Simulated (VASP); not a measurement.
Here is a VASP 6.6.1 calculation.

File INCAR:

```
SYSTEM = Te2Pt
ALGO = Normal ; DIPOL = 0.5 0.5 0.500
EDIFF = 1E-6 ; EDIFFG = -0.02
ENCUT = 520 ; GGA = PE
IBRION = 2 ; IDIPOL = 3
ISIF = 2 ; ISMEAR = 1
IVDW = 12 ; KPAR = 4
LASPH = .TRUE. ; LCHARG = .FALSE.
LDIPOL = .TRUE. ; LREAL = .FALSE.
LWAVE = .FALSE. ; NELM = 80
NSW = 80 ; PREC = Accurate
SIGMA = 0.1
```

Contents of KPOINTS:

```
k-points
0
G
  12 12 1
  0 0 0
```

File POSCAR:

```
Te2Pt
1.0
    4.0477877900      0.0000000000      0.0000000000
   -2.0238941000      3.5054871800      0.0000000000
    0.0000000000      0.0000000000     27.9219821200
Te Pt
6 3
Direct
    0.6666670000      0.3333340000      0.2686055700
    0.3333330000      0.6666660000      0.3660464400
    0.6666670000      0.3333340000      0.4512795700
    0.3333330000      0.6666660000      0.5487204300
    0.6666670000      0.3333340000      0.6339535600
    0.3333330000      0.6666660000      0.7313944300
    0.0000000000      0.0000000000      0.3173260100
    0.0000000000      0.0000000000      0.5000000000
    0.0000000000      0.0000000000      0.6826739900
```

Potentials or basis: VASP PAW PBE potentials, release 64 (Te, Pt).

Run with:

```sh
$ cat potpaw_PBE.64/Te/POTCAR potpaw_PBE.64/Pt/POTCAR > POTCAR
$ mpirun -np 4 vasp_std > vasp.out
```

Q: Estimate the band gap on the k mesh.

A: None (metal or under the smearing width).

Q: What does it give for the energy gained by relaxing?

A: 0.7 meV/atom.

Q: What does it give for the dispersion energy per atom?

A: -0.485 eV.

Final structure:
```
Te Pt
1.0
     4.04779    0.00000    0.00000
    -2.02389    3.50549    0.00000
     0.00000    0.00000   27.92198
Te Pt
6 3
Direct
  0.66667 0.33333 0.26825
  0.33333 0.66667 0.36583
  0.66667 0.33333 0.45133
  0.33333 0.66667 0.54867
  0.66667 0.33333 0.63417
  0.33333 0.66667 0.73175
  0.00000 0.00000 0.31790
  0.00000 0.00000 0.50000
  0.00000 0.00000 0.68210
```

The run has no spin-orbit coupling, so splittings on Pt, Te are missing.
